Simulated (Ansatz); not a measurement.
Runs of Ansatz 0.2.0 on P. Symmetry: Cmce, No. 64, orthorhombic system. The conventional cell has a = 3.295 Å, b = 10.930 Å, c = 4.544 Å, α = 90.00°, β = 90.00°, γ = 90.00°. P (site symmetry m) has 3 P at 2.20 to 2.25 Å as nearest neighbours. 

```tsv
screening (1/Å)	gap on the mesh (eV)	pressure (GPa)	largest force (eV/Å)
0.6	0.27	1.0	0.18
0.4	(a)	0.5	0.16
0.2	(c)	0.0	0.17
0.1	0.98	(b)	0.18
0.3	0.53	0.3	0.16
0.15	0.83	0.0	0.17
```

Alike in all rows: task single point; level HSE06 form with a typed share of exact exchange; potentials or basis Ansatz PAW; no spin polarisation; cell as given; k mesh 4 × 4 × 3; cutoff (eV) 420; smearing fermi-dirac 0.05 eV; the mesh is coarse, so values aren't converged.

Estimate the missing entries.

(a) 0.41; (b) -0.1; (c) 0.71.

Caveats: all runs use coarse meshes; odd divisions of the mesh miss points on the zone boundary, where band edges often lie, so the gap on the mesh can be too wide; the PAW data sets come from PBE, with cores solved anew for the run's functional, which leaves a small shift of forces and pressure; the thresholds are loose for stress.

A k mesh can miss the band edges.
